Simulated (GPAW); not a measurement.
# CdSe (Cadmoselite) (P6_3mc) in GPAW: settings compared

Aim: see how the results for CdSe (Cadmoselite) move with the level of theory and the settings. Levels: LDA, C09-vdW, PBE. Tasks: equation of state, dielectric tensor.

Program: GPAW 26.7.0. These are calculated values, not measurements. Logs are shortened: lines on timing, memory, paths and dates and some standing lists are left out, and cuts for length are marked. The log counts tension as positive stress, the text compression.

### 1 The structure

The structure is hexagonal, space group P6_3mc (No. 186). The conventional cell has a = 4.300 Å, b = 4.300 Å, c = 7.020 Å, α = 90.00°, β = 90.00°, γ = 120.00°. Around Cd (site symmetry 3m) lie 4 Se at 2.61 to 2.70 Å. Se (site symmetry 3m) is surrounded by 4 Cd at 2.61 to 2.70 Å.

### 2 Equation of state, LDA

Input file run.py:

```python
from ase.eos import EquationOfState
from ase.io import Trajectory, read
from ase.units import GPa
from gpaw import GPAW, PW

atoms = read('CdSe.xyz')

traj = Trajectory('eos.traj', 'w')
volumes, energies = [], []
for x in [0.94, 0.96, 0.98, 1.0, 1.02, 1.04, 1.06]:
    a = atoms.copy()
    a.set_cell(atoms.cell * x**(1 / 3), scale_atoms=True)
    calc = GPAW(mode=PW(800),
                xc='LDA',
                kpts={'size': (5, 5, 3), 'gamma': True},
                occupations={'name': 'fermi-dirac', 'width': 0.05},
                setups='hgh',
                nbands=-13,
                convergence={'density': 1e-05, 'energy': 1e-05},
                maxiter=150,
                txt=f'eos-{x:.2f}.txt')
    a.calc = calc
    energies.append(a.get_potential_energy(force_consistent=True))
    volumes.append(a.get_volume())
    p = -a.get_stress()[:3].mean() / GPa
    calc.write(f'eos-{x:.2f}.gpw')
    traj.write(a)
    print(f'{x:.2f} {volumes[-1]:10.4f} A^3 {energies[-1]:14.6f} eV {p:9.3f} GPa', flush=True)

v0, e0, B = EquationOfState(volumes, energies, eos='birchmurnaghan').fit()
print(f'V0 = {v0:.4f} A^3, E0 = {e0:.6f} eV, B0 = {B / GPa:.2f} GPa')
```

Input file CdSe.xyz:

```xyz
4
Lattice="4.3000000000 0.0000000000 0.0000000000 -2.1500000000 3.7239092363 0.0000000000 0.0000000000 0.0000000000 7.0200000000" Properties=species:S:1:pos:R:3 pbc="T T T"
Cd     2.1500000002      1.2413030786      3.5100000000
Cd    -0.0000000002      2.4826061577      0.0000000000
Se     2.1500000002      1.2413030786      6.2127000000
Se    -0.0000000002      2.4826061577      2.7027000000
```

Potentials or basis: HGH pseudopotentials, pw.

Run with:

```
OMP_NUM_THREADS=1 python run.py
```

Log:

```text
__  _  _
 | _ |_)|_||  |
 |__||  | ||/\| - 26.7.0

Input parameters:
  mode=PW(ecut=800.0),
  convergence={'density': 1e-05, 'energy': 1e-05},
  kpts=MonkhorstPack(size=(5, 5, 3), gamma=True),
  maxiter=150,
  nbands=-13,
  occupations=Occupations(name='fermi-dirac', width=0.05),
  setups={'default': 'hgh'},
  xc=XC(name='LDA')

Diagonalizing LCAO Hamiltonian
Converting LCAO to pw mode

            Se

            Cd
        Se

        Cd

Atoms  # Å, Bohr magnetons
|   | symbol |         x |        y |        z |    initial magnetic moments |
|---|--------|-----------|----------|----------|-----------------------------|
| 0 |     Cd |  2.106110 | 1.215963 | 3.438347 | ( 0.0000,  0.0000,  0.0000) |
| 1 |     Cd | -0.000000 | 2.431927 | 0.000000 | ( 0.0000,  0.0000,  0.0000) |
| 2 |     Se |  2.106110 | 1.215963 | 6.085875 | ( 0.0000,  0.0000,  0.0000) |
| 3 |     Se | -0.000000 | 2.431927 | 2.647527 | ( 0.0000,  0.0000,  0.0000) |

Unit cell  # Å
| periodic |         x |        y |        z |  lengths |     angles |
|----------|-----------|----------|----------|----------|------------|
|      yes |  4.212220 | 0.000000 | 0.000000 | 4.212220 |  90.000000 |
|      yes | -2.106110 | 3.647890 | 0.000000 | 4.212220 |  90.000000 |
|      yes |  0.000000 | 0.000000 | 6.876694 | 6.876694 | 120.000000 |

Number of symmetries: 6
Symmetry operations  # r_c * U_cc + t_c -> r_c
|   | kind |            matrix            |
|---|------|------------------------------|
| 0 |  σ   |  1, 1, 0,  0,-1, 0,  0, 0, 1 |
| 1 |  E   |  1, 0, 0,  0, 1, 0,  0, 0, 1 |
| 2 |  C3  |  0, 1, 0, -1,-1, 0,  0, 0, 1 |
| 3 |  σ   |  0,-1, 0, -1, 0, 0,  0, 0, 1 |
| 4 |  σ   | -1, 0, 0,  1, 1, 0,  0, 0, 1 |
| 5 |  C3  | -1,-1, 0,  1, 0, 0,  0, 0, 1 |

BZ-sampling:
  Number of BZ points: 75
  Number of IBZ points: 12

  Monkhorst-Pack size: [5, 5, 3]
  Monkhorst-Pack shift: [0, 0, 0]

K-points  # in reciprocal-cell coordinates
|     |                                coordinates |     weight |
|-----|--------------------------------------------|------------|
|   0 | (  0.00000000,   0.00000000,   0.00000000) | 0.01333333 |
|   1 | (  0.00000000,   0.00000000,   0.33333333) | 0.02666667 |
|   2 | (  0.20000000,   0.00000000,  -0.33333333) | 0.08000000 |
|   3 | (  0.20000000,   0.00000000,   0.00000000) | 0.08000000 |
|   4 | (  0.20000000,   0.00000000,   0.33333333) | 0.08000000 |
|   5 | (  0.40000000,  -0.20000000,   0.00000000) | 0.08000000 |
|   6 | (  0.40000000,  -0.20000000,   0.33333333) | 0.16000000 |
|   7 | (  0.40000000,   0.00000000,  -0.33333333) | 0.08000000 |
|   8 | (  0.40000000,   0.00000000,   0.00000000) | 0.08000000 |
|   9 | (  0.40000000,   0.00000000,   0.33333333) | 0.08000000 |
| ... |                                            |            |
|  11 | (  0.40000000,   0.40000000,   0.33333333) | 0.16000000 |

Plane wave coefficients: 5449
Cutoff: 800.0 eV

Spin-components: 1 (collinear spins)
Bands:           21
Projectors:      24
Spin-degeneracy: 2
Datatype:        complex128

Parallelization:
  kpt:    1
  domain: 1
  band:   1

Density:
  Valence electrons: 16.0
  Components: 1
  Grid points: [28 28 45]
  Charge: 0.0  # |e|

Potential:
  Grid points: [28 28 45]

species:
  HGH setup for Cd
      Valence Z=2, rloc=0.62500
      Local part coeffs: -1.79684
      Projectors:
          l=0, rc=0.82847
          l=1, rc=0.97287
          l=2, rc=1.24095
      Diagonal coefficients of nonlocal parts:
          l=0:  1.48529, -0.42475, -0.40799
          l=1:  0.46921, -0.44811
          l=2:  0.06541

    LCAO basis set for Cd:
      Name: atompaw.sz
      This basis set was not loaded from a file
      Number of radial functions: 1
      Number of spherical harmonics: 1
        l=0, rc=8.9500 Bohr: 1s e=-0.217 f=2.000
      Number of RI-basis functions 0

  HGH setup for Se
      Valence Z=6, rloc=0.51000
      Local part coeffs: zeros
      Projectors:
          l=0, rc=0.43253
          l=1, rc=0.47247
          l=2, rc=0.61342
      Diagonal coefficients of nonlocal parts:
          l=0:  5.14513,  2.05201, -1.36920
          l=1:  2.85881, -0.59067
          l=2:  0.43483

    LCAO basis set for Se:
      Name: atompaw.sz
      This basis set was not loaded from a file
      Number of radial functions: 2
      Number of spherical harmonics: 4
        l=0, rc=8.9500 Bohr: 1s e=-0.642 f=2.000
        l=1, rc=8.9500 Bohr: 1p e=-0.244 f=4.000
      Number of RI-basis functions 0

Reference energy: 0.000000  # eV

eigensolver:
  PPCG
  Converge bands: occupied
  niter=2

density mixing:
  MSR1-Mixer
  Pratt-step length: 0.05
  Maximum mixing coefficient: 0.75
  Old densities: 10
  SVD Regularization: 0.005
  Good broyden scale: 1.0
  Trust region scale: 1.0
  Backstep threshold: 4.0
  History deletion threshold: 6.0
  Fourier metric: weight=20.0, sigma=0.015

occupation numbers:
  Fermi-Dirac:
    width: 0.0500  # eV

poisson solver:
  ecut: 6400.0  # eV

xc functional:
  name: None

convergence criteria:
- Maximum integral of absolute [dens]ity change: 1e-05 electrons / valence electron
- Maximum [total energy] change in last 3 cyles: 1e-05 eV / valence electron
- Maximum integral of absolute [eigenst]ate change: 4e-08 eV^2 / valence electron
maximum number of iterations: 150

SCF iterations
|iter     | |      energy | eigst |  dens |
|---------|-|-------------|-------|-------|
|iter:   1| | -577.715691 | -0.07 |       |
|iter:   2| | -577.653223 | -1.93 | -0.89 |
|iter:   3| | -577.305321 | -1.93 | -0.92 |
|iter:   4| | -577.307183 | -3.84 | -1.57 |
|iter:   5| | -577.307947 | -4.70 | -2.01 |
|iter:   6| | -577.307976 | -5.94 | -2.85 |
|iter:   7| | -577.307972c| -6.60 | -3.22 |
|iter:   8| | -577.307972c| -8.23c| -4.01 |
|iter:   9| | -577.307972c| -9.11c| -5.03c|

Converged in 9 steps
Energy contributions relative to reference atoms: (reference = 0.000000)

Energy contributions:
  Kinetic:         259.953823
  Coulomb:        -698.705608
  Zero:             -2.034920
  External:          0.000000
  Xc:             -136.521267
  Entropy:          -0.000000
  Spinorbit:         0.000000
  ----------------------------
  Free energy:    -577.307972
  Extrapolated:   -577.307972

dipole moment: (-0.000002, 0.000001, -2.188042)  # |e|*Ang

Fermi level: 1.490
Eigenvalues  # (at kpt = [0.000, 0.000, 0.000])
| band index |      eig [eV] | occ [0-2] |
|------------|---------------|-----------|
|          0 |       -11.713 |     2.000 |
|          1 |       -10.926 |     2.000 |
|          2 |        -3.472 |     2.000 |
|          3 |         0.056 |     2.000 |
|          4 |         0.056 |     2.000 |
|          5 |         0.774 |     2.000 |
[... 8 lines left out ...]
|         14 |         8.267 |     0.000 |
|         15 |         9.265 |     0.000 |
|        ... |               |           |
|         20 |        12.258 |     0.000 |

Gap: 1.177 eV
Transition (v -> c):
  (s=0, k=0, n=7, [0.00, 0.00, 0.00]) -> (s=0, k=0, n=8, [0.00, 0.00, 0.00])
No difference between direct/indirect transitions

Stress tensor  # eV/Ang^3
|         x |         y |        z |
|-----------|-----------|----------|
|  0.054229 | -0.000000 | 0.000000 |
| -0.000000 |  0.054229 | 0.000000 |
|  0.000000 |  0.000000 | 0.055258 |

# Writing to eos-0.94.gpw (mode='')
```

It took 2.4 min on 1 thread of Arm Neoverse V2, shared host; peak memory 0.3 GiB.

What came out:

| Item | Value |
| --- | --- |
| Equilibrium volume | outside the volumes run |

Energy against volume, from the lowest point:
| volume (Å³/atom) | energy (meV/atom) |
| --- | --- |
| 26.416 | 0.00 |
| 26.978 | 31.24 |
| 27.540 | 64.44 |
| 28.102 | 99.23 |
| 28.665 | 135.45 |
| 29.227 | 172.81 |
| 29.789 | 211.14 |

Caveat: HGH potentials are hard and often keep d shells in the core, so these values are rough.

### 3 Equation of state, C09-vdW

Input file run.py:

```python
from ase.eos import EquationOfState
from ase.io import Trajectory, read
from ase.units import GPa
from gpaw import GPAW, PW

atoms = read('CdSe.cif')

traj = Trajectory('eos.traj', 'w')
volumes, energies = [], []
for x in [0.94, 0.96, 0.98, 1.0, 1.02, 1.04, 1.06]:
    a = atoms.copy()
    a.set_cell(atoms.cell * x**(1 / 3), scale_atoms=True)
    calc = GPAW(mode=PW(600),
                xc={'name': 'C09-vdW', 'backend': 'libvdwxc'},
                kpts={'size': (5, 5, 3), 'gamma': True},
                occupations={'name': 'fermi-dirac', 'width': 0.05},
                nbands=31,
                convergence={'density': 1e-05, 'energy': 1e-05},
                maxiter=150,
                txt=f'eos-{x:.2f}.txt')
    a.calc = calc
    energies.append(a.get_potential_energy(force_consistent=True))
    volumes.append(a.get_volume())
    calc.write(f'eos-{x:.2f}.gpw')
    traj.write(a)
    print(f'{x:.2f} {volumes[-1]:10.4f} A^3 {energies[-1]:14.6f} eV', flush=True)

v0, e0, B = EquationOfState(volumes, energies, eos='birchmurnaghan').fit()
print(f'V0 = {v0:.4f} A^3, E0 = {e0:.6f} eV, B0 = {B / GPa:.2f} GPa')
```

Input file CdSe.cif:

```cif
data_CdSe
_cell_length_a 4.30000000
_cell_length_b 4.30000000
_cell_length_c 7.02000000
_cell_angle_alpha 90.00000000
_cell_angle_beta 90.00000000
_cell_angle_gamma 120.00000000
_space_group_name_H-M_alt 'P6_3mc'
_space_group_name_Hall 'P 6c -2c'
_space_group_IT_number 186
loop_
_space_group_symop_operation_xyz
'x,y,z'
'x-y,x,z+1/2'
'-y,x-y,z'
'-x,-y,z+1/2'
'-x+y,-x,z'
'y,-x+y,z+1/2'
'y,x,z+1/2'
'x,x-y,z'
'x-y,-y,z+1/2'
'-y,-x,z'
'-x,-x+y,z+1/2'
'-x+y,y,z'
loop_
_atom_site_label
_atom_site_type_symbol
_atom_site_symmetry_multiplicity
_atom_site_Wyckoff_symbol
_atom_site_fract_x
_atom_site_fract_y
_atom_site_fract_z
_atom_site_occupancy
Cd1 Cd 2 b 0.6666666667 0.3333333333 0.5000000000 1
Se1 Se 2 b 0.6666666667 0.3333333333 0.8850000000 1
```

Potentials or basis: GPAW PAW data sets (gpaw-data 1.2.1), pw.

Run with:

```
OMP_NUM_THREADS=1 python run.py
```

Run time: 2.5 min. Hardware: 1 thread of Arm Neoverse V2, shared host; peak memory 0.52 GiB.

Results (log left out):

```
Equilibrium volume                        : 28.51 Å³/atom
Bulk modulus at fixed shape and positions : 51 GPa
Pressure derivative of the bulk modulus   : 5.0
```

Energy against volume, from the lowest point:
```csv
volume (Å³/atom),energy (meV/atom)
26.416,28.24
26.978,14.43
27.540,5.41
28.102,0.77
28.665,0.00
29.227,2.58
29.789,8.23
```

Caveat: the cell was scaled at fixed shape and fractional positions, which overstates the stiffness of a crystal with free parameters, most of all of layers and chains; the PAW data sets were made with another functional, which shifts forces and pressure a little.

[end of part 1 of 2]
